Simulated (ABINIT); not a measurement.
Runs of ABINIT 10.8.3 (patched build) on Ni. Symmetry: Fm-3m, No. 225, cubic system. Conventional cell: a = 3.475 Å, b = 3.475 Å, c = 3.475 Å, α = 90.00°, β = 90.00°, γ = 90.00°. Around Ni (site symmetry m-3m) lie 12 Ni at 2.46 Å. 

| level | gap on the mesh (eV) | pressure (GPa) | moment (μB) |
| --- | --- | --- | --- |
| BLYP | none | (a) | 0.62 |
| RPBE | none | 14.3 | 0.63 |
| LDA | none | (b) | 0.62 |
| PW91 | none | 8.3 | 0.62 |
| AM05 | none | -2.7 | 0.63 |

Alike in all rows: task single point; potentials or basis JTH PAW PBE v2.0; spin collinear, ferromagnetic start; cell as given; k mesh 13 × 13 × 13; cutoff (eV) 1333; smearing fermi-dirac 0.05 eV.

**Question.** Estimate the missing entries.

**Answer.** (a) 18.9; (b) -9.6.

Caveats: the PAW data sets were made with another functional, which shifts forces and pressure a little.

A gap of «none» marks a metal or a gap under the smearing width.

Runs at the PBE level aren't shown here.
